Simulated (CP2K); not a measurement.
Runs of CP2K 2026.2 on Zn. The structure is hexagonal, space group P6_3/mmc (No. 194). The conventional cell has a = 2.670 Å, b = 2.670 Å, c = 4.966 Å, α = 90.00°, β = 90.00°, γ = 120.00°. Zn (site symmetry -6m2) is surrounded by 12 Zn at 2.67 to 2.92 Å. 

```tsv
task	level	potentials or basis	cell	k mesh	smearing	EPS_DEFAULT	k points reduced by the point group	NGRIDS	basis sets	potentials	gap on the mesh (eV)	pressure (GPa)
single point	r2SCAN+D4	POTENTIAL_UZH Zn GTH-SCAN-q12; TZVP-MOLOPT-SCAN-GTH basis	as given	11 × 11 × 6	fermi-dirac 0.05 eV	1.0E-9	yes	5	Zn TZVP-MOLOPT-SCAN-GTH-q12	Zn GTH-SCAN-q12 of POTENTIAL_UZH	none	-6.9
single point	PBEsol	POTENTIAL_UZH Zn GTH-PBE-q12; TZVP-MOLOPT-PBE-GTH basis	as given	11 × 11 × 6	fermi-dirac 0.05 eV	1.0E-10	yes	4	Zn TZVP-MOLOPT-PBE-GTH-q12	Zn GTH-PBE-q12 of POTENTIAL_UZH	none	(a)
relaxation of cell and atoms	LDA	GTH_POTENTIALS Zn GTH-PADE-q12; TZVP-MOLOPT-PBE-GTH basis	relaxed	9 × 9 × 4	fermi-dirac 0.05 eV	1.0E-10	-	5	Zn TZVP-MOLOPT-PBE-GTH-q12	Zn GTH-PADE-q12 of GTH_POTENTIALS	none	-0.1
single point	RPBE	POTENTIAL_UZH Zn GTH-PBE-q12; TZVP-MOLOPT-PBE-GTH basis	as given	11 × 11 × 6	gaussian 0.05 eV	1.0E-10	yes	4	Zn TZVP-MOLOPT-PBE-GTH-q12	Zn GTH-PBE-q12 of POTENTIAL_UZH	none	2.3
single point	r2SCAN+rVV10	POTENTIAL_UZH Zn GTH-SCAN-q12; TZVP-MOLOPT-SCAN-GTH basis	as given	11 × 11 × 6	fermi-dirac 0.05 eV	1.0E-9	yes	5	Zn TZVP-MOLOPT-SCAN-GTH-q12	Zn GTH-SCAN-q12 of POTENTIAL_UZH	none	-6.9
```

Alike in all rows: no spin polarisation.

Question: Fill in the values left out.

Answer: (a) -5.3.

Caveats: the basis of atomic orbitals isn't converged, which shifts pressures, moduli and gaps; pairwise dispersion overbinds metals, which lowers pressure and volume (some runs); the potentials were made for another functional, which shifts forces and pressure (some runs); more than 0.5 GPa of stress was left at the end, so the final cell isn't listed (some runs).

A k mesh can miss the band edges.

A gap of «none» marks a metal or a gap under the smearing width.

Not every run made on this cell is shown here.
